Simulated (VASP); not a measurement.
# Dielectric function of BeS, part 2 of 3

Wanted: where BeS absorbs light, and how strongly it screens. The cell is of the zinc-blende type, one of the forms listed for this formula. The start is a cell from a database of measured crystal structures.

VASP 6.6.1, plane waves and PAW; the level of theory is named at each step.

So far. Step 2 (Ground state): The cell has a gap of 3.11 eV on this mesh.

The database entry behind the starting cell differs from later determinations by our own check (0.1 to 0.3 % short, probably kX units), so it need not match the best structure at ambient conditions.

**4. Static response with local fields**

Level of this step: PBE; plane waves and PAW (S, Be) (VASP).

Perturbation theory (LEPSILON) gives the dielectric tensor with local fields, and the Born charges.

INCAR reads:

```
SYSTEM = BeS
PREC = Accurate
ENCUT = 400
EDIFF = 1E-08
NELM = 100
ISMEAR = 0
SIGMA = 0.01
LREAL = .FALSE.
ALGO = Normal
GGA = PE
NBANDS = 10
LWAVE = .FALSE.
LCHARG = .FALSE.
KPAR = 4
LEPSILON = .TRUE.
```

POSCAR reads:

```
BeS
1.0
    0.0000000000      2.4250000000      2.4250000000
    2.4250000000      0.0000000000      2.4250000000
    2.4250000000      2.4250000000      0.0000000000
S Be
1 1
Direct
    0.7500000000      0.7500000000      0.7500000000
    0.0000000000      0.0000000000      0.0000000000
```

KPOINTS reads:

```
Automatic mesh
0
Gamma
12 12 12
0 0 0
```

The projector-augmented-wave data sets are S and Be (PBE family, release 64).

Launch:

```sh
mpirun -np 4 vasp_std
```

Log:

```text
[... set-up lines as in an earlier step ...]
 entering main loop
       N       E                     dE             d eps       ncg     rms          rms(c)
DAV:   1     0.158224987322E+02    0.15822E+02   -0.33816E+03  1472   0.555E+02
DAV:   2    -0.929591893485E+01   -0.25118E+02   -0.24249E+02  1912   0.108E+02
DAV:   3    -0.101799450879E+02   -0.88403E+00   -0.88288E+00  1922   0.213E+01
DAV:   4    -0.101846390215E+02   -0.46939E-02   -0.46931E-02  1826   0.173E+00
DAV:   5    -0.101846679736E+02   -0.28952E-04   -0.28951E-04  1856   0.121E-01    0.566E+00
DAV:   6    -0.100492638614E+02    0.13540E+00   -0.12317E-01  1618   0.180E+00    0.386E+00
DAV:   7    -0.100083318443E+02    0.40932E-01   -0.12294E-01  1756   0.197E+00    0.991E-01
DAV:   8    -0.100095089181E+02   -0.11771E-02   -0.66142E-03  1878   0.442E-01    0.146E-01
DAV:   9    -0.100096061351E+02   -0.97217E-04   -0.51237E-04  1834   0.150E-01    0.291E-02
DAV:  10    -0.100096428678E+02   -0.36733E-04   -0.73777E-05  1722   0.500E-02    0.952E-03
DAV:  11    -0.100096480257E+02   -0.51579E-05   -0.16733E-05  1766   0.226E-02    0.777E-03
DAV:  12    -0.100096482754E+02   -0.24964E-06   -0.42369E-07  1730   0.482E-03    0.297E-03
DAV:  13    -0.100096484387E+02   -0.16335E-06   -0.15214E-07  1656   0.210E-03    0.331E-03
DAV:  14    -0.100096483765E+02    0.62166E-07   -0.14703E-08  1262   0.627E-04    0.833E-04
DAV:  15    -0.100096483665E+02    0.10040E-07   -0.21676E-09   876   0.286E-04    0.231E-04
DAV:  16    -0.100096483631E+02    0.34546E-08   -0.31672E-10   846   0.123E-04
   1 F= -.10009648E+02 E0= -.10009648E+02  d E =-.263278E-15
 Linear response reoptimize wavefunctions to high precision
DAV:   1    -0.100096483645E+02   -0.14105E-08   -0.32804E-11   982   0.498E-05
DAV:   2    -0.100096483645E+02    0.30127E-11   -0.25386E-12   834   0.154E-05
 Linear response G [H, r] |phi>, progress :
  Direction:   1
       N       E                     dE             d eps       ncg     rms
RMM:   1    -0.380279821775E+02   -0.38028E+02   -0.34446E+01  3544   0.459E+01
RMM:   2    -0.313967533569E+02    0.66312E+01   -0.22770E+00  2414   0.107E+01
RMM:   3    -0.314186976379E+02   -0.21944E-01   -0.42168E-02  2526   0.153E+00
RMM:   4    -0.314190199044E+02   -0.32227E-03   -0.34302E-03  2559   0.231E-01
RMM:   5    -0.314187974008E+02    0.22250E-03   -0.23817E-04  2586   0.360E-02
RMM:   6    -0.314187772127E+02    0.20188E-04   -0.52459E-06  2626   0.657E-03
RMM:   7    -0.314187721445E+02    0.50682E-05    0.46540E-05  2641   0.129E-03
RMM:   8    -0.314187715104E+02    0.63407E-06    0.52688E-05  2432   0.402E-04
RMM:   9    -0.314187713528E+02    0.15769E-06    0.54087E-05  2101   0.238E-04
RMM:  10    -0.314187712091E+02    0.14362E-06    0.50232E-05  1982   0.213E-04
RMM:  11    -0.314187719903E+02   -0.78121E-06    0.16971E-05  1734   0.210E-04
RMM:  12    -0.314187730464E+02   -0.10560E-05    0.16614E-05  1457   0.210E-04
RMM:  13    -0.314187739099E+02   -0.86352E-06    0.19126E-05  1233   0.210E-04
 Linear response G [H, r] |phi>, progress :
  Direction:   2
       N       E                     dE             d eps       ncg     rms
RMM:   1    -0.355430230727E+02   -0.35543E+02   -0.24249E+01  3507   0.449E+01
RMM:   2    -0.327186653159E+02    0.28244E+01   -0.17382E+00  2387   0.968E+00
RMM:   3    -0.327404147867E+02   -0.21749E-01   -0.34963E-02  2534   0.141E+00
RMM:   4    -0.327407938089E+02   -0.37902E-03   -0.34288E-03  2561   0.217E-01
RMM:   5    -0.327405712761E+02    0.22253E-03   -0.35376E-04  2603   0.349E-02
RMM:   6    -0.327405515682E+02    0.19708E-04   -0.12713E-04  2629   0.641E-03
RMM:   7    -0.327405455311E+02    0.60371E-05   -0.65686E-05  2650   0.126E-03
RMM:   8    -0.327405450002E+02    0.53086E-06   -0.60487E-05  2458   0.372E-04
RMM:   9    -0.327405449666E+02    0.33639E-07   -0.60974E-05  2083   0.209E-04
RMM:  10    -0.327405452018E+02   -0.23525E-06   -0.70449E-05  2019   0.185E-04
RMM:  11    -0.327405462824E+02   -0.10805E-05   -0.82566E-05  1811   0.183E-04
RMM:  12    -0.327405456111E+02    0.67126E-06   -0.79070E-05  1487   0.183E-04
RMM:  13    -0.327405441427E+02    0.14684E-05   -0.51902E-05  1237   0.183E-04
 Linear response G [H, r] |phi>, progress :
  Direction:   3
       N       E                     dE             d eps       ncg     rms
RMM:   1    -0.253634717279E+02   -0.25363E+02    0.75399E+01  3457   0.446E+01
RMM:   2    -0.224243816176E+02    0.29391E+01   -0.22858E+00  2375   0.996E+00
RMM:   3    -0.224274121906E+02   -0.30306E-02   -0.47617E-02  2432   0.154E+00
RMM:   4    -0.224275615965E+02   -0.14941E-03   -0.78844E-04  2518   0.233E-01
RMM:   5    -0.224275818116E+02   -0.20215E-04   -0.25104E-05  2555   0.358E-02
RMM:   6    -0.224275827152E+02   -0.90354E-06   -0.10598E-06  2599   0.644E-03
RMM:   7    -0.224275828010E+02   -0.85800E-07   -0.79633E-07  2590   0.129E-03
RMM:   8    -0.224275828156E+02   -0.14658E-07   -0.71636E-07  2361   0.430E-04
RMM:   9    -0.224275828184E+02   -0.28060E-08   -0.14895E-06  2043   0.274E-04
RMM:  10    -0.224275828185E+02   -0.93824E-10   -0.21557E-06  1935   0.248E-04
RMM:  11    -0.224275828184E+02    0.11187E-09   -0.39479E-06  1678   0.247E-04
RMM:  12    -0.224275828176E+02    0.77281E-09    0.10761E-06  1418   0.247E-04
RMM:  13    -0.224275828181E+02   -0.44840E-09    0.14622E-06  1170   0.247E-04
 Linear response to external field (no local field effect), progress :
  Direction:   1
       N       E                     dE             d eps       ncg     rms          rms(c)
RMM:   1    -0.431978823238E+00   -0.43198E+00   -0.15916E+00  3353   0.292E+00
RMM:   2    -0.439254404862E+00   -0.72756E-02   -0.54048E-03  2373   0.504E-01
RMM:   3    -0.439311469712E+00   -0.57065E-04   -0.11125E-04  2431   0.659E-02
RMM:   4    -0.439312438270E+00   -0.96856E-06   -0.22351E-06  2510   0.965E-03
RMM:   5    -0.439312457478E+00   -0.19208E-07   -0.53903E-08  2475   0.128E-03
RMM:   6    -0.439312457488E+00   -0.93607E-11   -0.23427E-09  2306   0.202E-04
 change of polarisation eV/A/(eV/A) component  1 :     0.879     0.389     0.095
 dielectric tensor                  component  1 :     6.574     2.467     0.605
 Linear response to external field (no local field effect), progress :
  Direction:   2
       N       E                     dE             d eps       ncg     rms          rms(c)
RMM:   1    -0.448957599594E+00   -0.44896E+00   -0.16529E+00  3331   0.296E+00
RMM:   2    -0.456084558864E+00   -0.71270E-02   -0.58201E-03  2408   0.519E-01
RMM:   3    -0.456145637823E+00   -0.61079E-04   -0.12275E-04  2434   0.684E-02
RMM:   4    -0.456146677638E+00   -0.10398E-05   -0.24577E-06  2495   0.100E-02
RMM:   5    -0.456146702491E+00   -0.24853E-07   -0.51630E-08  2485   0.135E-03
RMM:   6    -0.456146703233E+00   -0.74185E-09   -0.18788E-09  2286   0.211E-04
 change of polarisation eV/A/(eV/A) component  2 :     0.389     0.912    -0.131
 dielectric tensor                  component  2 :     2.468     6.788    -0.831
 Linear response to external field (no local field effect), progress :
  Direction:   3
       N       E                     dE             d eps       ncg     rms          rms(c)
RMM:   1    -0.226899115173E+00   -0.22690E+00   -0.74465E-01  3313   0.230E+00
RMM:   2    -0.229849543466E+00   -0.29504E-02   -0.31834E-03  2375   0.388E-01
RMM:   3    -0.229878574110E+00   -0.29031E-04   -0.67708E-05  2413   0.511E-02
RMM:   4    -0.229879080369E+00   -0.50626E-06   -0.12024E-06  2488   0.732E-03
RMM:   5    -0.229879092752E+00   -0.12383E-07   -0.27669E-08  2451   0.963E-04
RMM:   6    -0.229879092936E+00   -0.18400E-09   -0.20139E-09  2241   0.151E-04
 change of polarisation eV/A/(eV/A) component  3 :     0.095    -0.131     0.460
 dielectric tensor                  component  3 :     0.606    -0.831     3.917
 Linear response to external field, progress :
  Direction:   1
       N       E                     dE             d eps       ncg     rms          rms(c)
RMM:   1    -0.369289116000E+00   -0.36929E+00   -0.13298E+00 13005   0.272E+00
RMM:   2    -0.375062791840E+00   -0.57737E-02   -0.48019E-03  9299   0.470E-01    0.138E+00
RMM:   3    -0.347951134420E+00    0.27112E-01   -0.24047E-02  9205   0.781E-01    0.734E-01
RMM:   4    -0.359751673812E+00   -0.11801E-01   -0.12747E-02  9436   0.602E-01    0.217E-01
RMM:   5    -0.371087091265E+00   -0.11335E-01   -0.44290E-04  9352   0.158E-01    0.634E-02
RMM:   6    -0.371017892997E+00    0.69198E-04   -0.45058E-06  9969   0.159E-02    0.446E-02
RMM:   7    -0.371699386282E+00   -0.68149E-03   -0.94294E-06  9400   0.215E-02    0.347E-03
RMM:   8    -0.371736041209E+00   -0.36655E-04   -0.20095E-07 10009   0.275E-03    0.612E-04
RMM:   9    -0.371758990055E+00   -0.22949E-04   -0.23863E-08  9683   0.145E-03    0.112E-03
RMM:  10    -0.371757516197E+00    0.14739E-05    0.10086E-08 10262   0.258E-04    0.929E-05
RMM:  11    -0.371756050893E+00    0.14653E-05   -0.89599E-09  9478   0.105E-04    0.236E-05
RMM:  12    -0.371756134373E+00   -0.83480E-07    0.18744E-09  5243   0.374E-05    0.241E-05
RMM:  13    -0.371756046568E+00    0.87805E-07   -0.12370E-07  3555   0.389E-05    0.435E-06
 change of polarisation eV/A/(eV/A) component  1 :     0.674     0.132     0.084
 dielectric tensor                  component  1 :     5.277     0.835     0.530
 Linear response to external field, progress :
  Direction:   2
       N       E                     dE             d eps       ncg     rms          rms(c)
RMM:   1    -0.369283582316E+00   -0.36928E+00   -0.13297E+00 13003   0.272E+00
RMM:   2    -0.375062788824E+00   -0.57792E-02   -0.48023E-03  9295   0.470E-01    0.138E+00
RMM:   3    -0.347951374243E+00    0.27111E-01   -0.24046E-02  9205   0.781E-01    0.734E-01
RMM:   4    -0.359752088360E+00   -0.11801E-01   -0.12748E-02  9434   0.602E-01    0.217E-01
RMM:   5    -0.371087327731E+00   -0.11335E-01   -0.44284E-04  9353   0.158E-01    0.634E-02
RMM:   6    -0.371018172870E+00    0.69155E-04   -0.45770E-06  9975   0.159E-02    0.446E-02
RMM:   7    -0.371699774356E+00   -0.68160E-03   -0.94998E-06  9396   0.215E-02    0.348E-03
RMM:   8    -0.371736381638E+00   -0.36607E-04   -0.24914E-07 10020   0.275E-03    0.613E-04
RMM:   9    -0.371759348582E+00   -0.22967E-04   -0.69910E-08  9684   0.144E-03    0.112E-03
RMM:  10    -0.371757876510E+00    0.14721E-05   -0.45024E-08 10258   0.256E-04    0.923E-05
RMM:  11    -0.371756413511E+00    0.14630E-05   -0.30908E-08  9441   0.104E-04    0.238E-05
RMM:  12    -0.371756493872E+00   -0.80361E-07   -0.46072E-08  5242   0.364E-05    0.243E-05
RMM:  13    -0.371756403507E+00    0.90364E-07   -0.77179E-08  3546   0.380E-05    0.454E-06
 change of polarisation eV/A/(eV/A) component  2 :     0.099     0.674     0.084
 dielectric tensor                  component  2 :     0.626     5.277     0.536
 Linear response to external field, progress :
  Direction:   3
       N       E                     dE             d eps       ncg     rms          rms(c)
RMM:   1    -0.369291100815E+00   -0.36929E+00   -0.13298E+00 13005   0.272E+00
RMM:   2    -0.375062771383E+00   -0.57717E-02   -0.48020E-03  9299   0.470E-01    0.138E+00
RMM:   3    -0.347951339256E+00    0.27111E-01   -0.24047E-02  9205   0.781E-01    0.734E-01
RMM:   4    -0.359752004324E+00   -0.11801E-01   -0.12748E-02  9436   0.602E-01    0.217E-01
RMM:   5    -0.371087341038E+00   -0.11335E-01   -0.44282E-04  9348   0.158E-01    0.634E-02
RMM:   6    -0.371018176001E+00    0.69165E-04   -0.45214E-06  9972   0.159E-02    0.446E-02
RMM:   7    -0.371699760268E+00   -0.68158E-03   -0.94374E-06  9397   0.215E-02    0.347E-03
RMM:   8    -0.371736401240E+00   -0.36641E-04   -0.19909E-07 10014   0.275E-03    0.611E-04
RMM:   9    -0.371759342150E+00   -0.22941E-04   -0.21174E-08  9667   0.145E-03    0.112E-03
RMM:  10    -0.371757866484E+00    0.14757E-05    0.10772E-08 10267   0.257E-04    0.924E-05
RMM:  11    -0.371756407813E+00    0.14587E-05   -0.10813E-08  9455   0.105E-04    0.237E-05
RMM:  12    -0.371756488760E+00   -0.80948E-07   -0.13389E-08  5241   0.375E-05    0.242E-05
RMM:  13    -0.371756398891E+00    0.89870E-07   -0.73420E-08  3526   0.391E-05    0.450E-06
 change of polarisation eV/A/(eV/A) component  3 :     0.083     0.132     0.674
 dielectric tensor                  component  3 :     0.529     0.836     5.277
 Born effective charges drift removed
```

Run time: 26 s. Hardware: 4 MPI ranks of Intel Xeon 6975P-C (Granite Rapids), shared host; peak memory 0.96 GiB.

Parts of OUTCAR (step 4):

```text
The static configuration has the point symmetry T_d .

 Found     72 irreducible k-points:

   k-points           NKPTS =     72   k-points in BZ     NKDIM =     72   number of bands    NBANDS=     10

   NELECT =       8.0000    total number of electrons

  Total        0.2786739      0.2786739      0.2786739      0.0000000      0.0000000      0.0000000
  in kB       15.6545882     15.6545882     15.6545882      0.0000000      0.0000000      0.0000000
  external PRESSURE =      15.6545882 kB  Pullay stress =       0.0000000 kB

 MACROSCOPIC STATIC DIELECTRIC TENSOR (including local field effects in DFT)
 ------------------------------------------------------
           5.277240    -0.000000     0.000000
          -0.000000     5.277240     0.000000
          -0.000000     0.000000     5.277240
 ------------------------------------------------------

 PIEZOELECTRIC TENSOR (including local field effects)  for field in x, y, z        (C/m^2)
          XX          YY          ZZ          XY          YZ          ZX
  --------------------------------------------------------------------------------
  x     0.00000     0.00000    -0.00000     0.00000     0.63932     0.00000
  y    -0.00000     0.00000     0.00000     0.00000     0.00000     0.63932
  z     0.00000    -0.00000     0.00000     0.63932     0.00000     0.00000

 BORN EFFECTIVE CHARGES (including local field effects) (in |e|, cummulative output)
 ---------------------------------------------------------------------------------
 ion    1
    1    -1.60369     0.00000     0.00000
    2    -0.00000    -1.60369     0.00000
    3    -0.00000    -0.00000    -1.60369
 ion    2
    1     1.60369    -0.00000    -0.00000
    2     0.00000     1.60369     0.00000
    3     0.00000     0.00000     1.60369

[... 9 parts as in an earlier step ...]
```

Energies printed during the response cycles are not total energies of the cell.

This step gave:

```
Fermi energy : 4.225 eV
```

Electronic dielectric tensor with local fields:

```
5.28 0.00 0.00
0.00 5.28 0.00
0.00 0.00 5.28
```

Born effective charge (e), principal values of the symmetric part by kind of site:

```csv
atom,atoms with these values,low,middle,high,mean
S1,1,-1.60,-1.60,-1.60,-1.60
Be2,1,1.60,1.60,1.60,1.60
```

In full for Be2:

```
1.60 0.00 0.00
0.00 1.60 0.00
0.00 0.00 1.60
```

Piezoelectric tensor with clamped ions (C/m²), by row:

```csv
field,xx,yy,zz,xy,yz,zx
x,0,0,0,0,0.6393,0
y,0,0,0,0,0,0.6393
z,0,0,0,0.6393,0,0
```

The mean electronic (clamped-ion) dielectric constant is 5.28.

(Continued in part 3 of 3.)

[Lines on the potential files, build, host, timing and source positions are cut from VASP's logs without a mark.]

[Logs are printed without paths, hosts, clocks, repeated set-up lines and the standing remarks that a program may print on its own settings, such as how far it seeks lower states.]

[Hosts, paths, dates, database ids (printed as entryN), source tags and the programs' standing remarks are cut or masked in the printed files.]
